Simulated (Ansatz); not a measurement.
SiC — quadrupolar parameters

The cell is an entry of the Crystallography Open Database (COD) whose atoms were relaxed with PBE, the cell held.

```cif
data_SiC
_symmetry_space_group_name_H-M 'P6_3mc'
_symmetry_Int_Tables_number 186
_cell_length_a 3.0790
_cell_length_b 3.0790
_cell_length_c 20.1460
_cell_angle_alpha 90.000
_cell_angle_beta 90.000
_cell_angle_gamma 120.000
loop_
_atom_site_label
_atom_site_type_symbol
_atom_site_symmetry_multiplicity
_atom_site_Wyckoff_symbol
_atom_site_fract_x
_atom_site_fract_y
_atom_site_fract_z
Si1 Si 2 b 0.3333 0.6667 0.2501
Si3 Si 2 b 0.3333 0.6667 0.6250
Si5 Si 2 a 0.0000 0.0000 0.0001
Si7 Si 2 b 0.3333 0.6667 0.8752
C9 C 2 b 0.3333 0.6667 0.9689
C11 C 2 a 0.0000 0.0000 0.0939
C13 C 2 b 0.3333 0.6667 0.3441
C15 C 2 b 0.3333 0.6667 0.7187
```

One atom of each set is listed.

Level of theory: DFT, r2SCAN, plane waves and PAW (field gradients read without the response of the frozen cores, which leaves them typically 4 to 6 % off), scalar-relativistic, 500 eV cutoff, Γ-centred 10×10×2 k-points, Fermi–Dirac smearing 0.02 eV (Ansatz 0.2.0).

Conventions: |V_zz| ≥ |V_yy| ≥ |V_xx|, η = (V_xx − V_yy)/V_zz, C_Q = eQV_zz/h.

| site | atoms | first shell | V_xx, V_yy, V_zz (10²¹ V/m²) | η | C_Q (MHz) |
| --- | --- | --- | --- | --- | --- |
| Si1 | 2 | 4 C at 1.89 Å | 0.040, 0.040, -0.081 | 0.00 | – |
| Si3 | 2 | 4 C at 1.89 Å | -0.080, -0.080, 0.16 | 0.00 | – |
| Si5 | 2 | 4 C at 1.89 Å | -0.063, -0.063, 0.13 | 0.00 | – |
| Si7 | 2 | 4 C at 1.88–1.89 Å | -0.11, -0.11, 0.22 | 0.00 | – |
| C9 | 2 | 4 Si at 1.89 Å | -0.009, -0.009, 0.018 | 0.00 | – |
| C11 | 2 | 4 Si at 1.89 Å | -0.009, -0.009, 0.018 | 0.00 | – |
| C13 | 2 | 4 Si at 1.88–1.89 Å | -0.11, -0.11, 0.22 | 0.00 | – |
| C15 | 2 | 4 Si at 1.89 Å | -0.024, -0.024, 0.048 | 0.00 | – |

An axis of threefold or higher order runs through Si1, Si3, Si5, Si7, C9 and C11 and others, so V_zz lies along it and η is zero.

Si, C have no stable isotope with a ground-state quadrupole moment in the table, so no C_Q is given.
